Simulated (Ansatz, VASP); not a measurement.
**Two plane-wave programs on LiH**

INCAR

```
  PREC = Accurate
  ENCUT = 520
  EDIFF = 1E-6
  ISMEAR = 0
  SIGMA = 0.01
  LREAL = F
  LASPH = T
  NELM = 100
  ALGO = Fast
  ISIF = 2
  LWAVE = F
  LCHARG = T
  GGA = PE
  LELF = T
  LVHAR = T
  NBANDS = 9
```

File KPOINTS:

```
regular mesh
0
Gamma
  10 10 10
```

POSCAR

```
LiH
1.0
    0.0000000000      2.1451220117      2.1451220117
    2.1451220117      0.0000000000      2.1451220117
    2.1451220117      2.1451220117      0.0000000000
Li H
1 1
Direct
    0.0000000000      0.0000000000      0.0000000000
    0.2500000000      0.2500000000      0.2500000000
```

Input for Ansatz:

```yaml
crystal:
  lattice:
    - [0.0, 2.1451220117, 2.1451220117]
    - [2.1451220117, 0.0, 2.1451220117]
    - [2.1451220117, 2.1451220117, 0.0]
  atoms:
    - { symbol: Li, position: [0.0, 0.0, 0.0] }
    - { symbol: H, position: [0.25, 0.25, 0.25] }
kpoints:
  mp_grid: { grid: [10, 10, 10] }
hamiltonian:
  xc: pbe
scf:
  occupations: { method: fixed }
output:
  optics: { e_range: [0, 18], de: 0.05, sigma: 0.1, scissors: 1.15 }
  write_density: true
  write_potential: true
  elf: true
  volumetric_format: npy
```

Alike in both runs: task single point; functional PBE; k mesh 10 × 10 × 10; no spin polarisation.

|  | VASP | Ansatz |
| --- | --- | --- |
| version | VASP 6.6.1 | Ansatz 0.2.0 |
| potentials or method | VASP PAW PBE potentials, release 64 (Li_sv, H) | plane waves, PAW |
| plane-wave cutoff (eV) | 520 | 420 |
| occupations | gaussian, width 0.01 eV | fixed |
| valence electrons in the cell | 4 | 4 |

```tsv
	VASP	Ansatz	Ansatz less VASP
gap on the k mesh at the Fermi level (eV)	4.23	4.23	-0.001
```

 A k mesh can miss the band edges.
